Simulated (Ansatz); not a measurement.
The system is GaN.

```
CELL_PARAMETERS angstrom
0.00000 2.13524 2.13524
2.13524 0.00000 2.13524
2.13524 2.13524 0.00000
ATOMIC_POSITIONS crystal
Ga 0.00000 0.00000 0.00000
N 0.50000 0.50000 0.50000
```

Measurements of this composition are mostly on another form, of space group No. 186.

```yaml
Program: Ansatz 0.2.0
Task: relaxation of cell and atoms
Functional: RPBE
Dispersion: D4
Potentials_or_basis: Ansatz PAW
Cutoff: "420 eV (not typed: the program's choice for these potentials)"
k_mesh: 11 × 11 × 11
Occupations: fermi-dirac, width 0.05 eV
Spin: no spin polarisation
```

At the start: volume 9.74 Å³/atom.

Problem. Where does the relaxation end?

Solution. It ends after 7 steps and the volume is 9.24 Å³/atom (-5.1 %); space group Fm-3m (No. 225, to 0.05 Å).

Step by step:
```csv
step,energy change (eV),largest force (eV/Å),volume (Å³)
1,0.0000,0.0000,19.47
2,-0.0324,0.0000,18.84
3,-0.0385,0.0000,18.45
4,-0.0384,0.0000,18.49
5,-0.0355,0.0000,18.49
6,-0.0355,0.0000,18.47
7,-0.0355,0.0000,18.47
```

Final structure:
```
Ga N
1.0
     0.00000    2.09806    2.09806
     2.09806    0.00000    2.09806
     2.09806    2.09806    0.00000
Ga N
1 1
Direct
  0.00000 0.00000 0.00000
  0.50000 0.50000 0.50000
```

Caveat: the plane-wave basis is chosen anew once the cell has moved, so the energies of steps on either side of that aren't comparable; the pressure holds a Pulay correction of +0.6 GPa for the finite cutoff; the PAW data sets come from PBE, with cores solved anew for the run's functional, which leaves a small shift of forces and pressure.
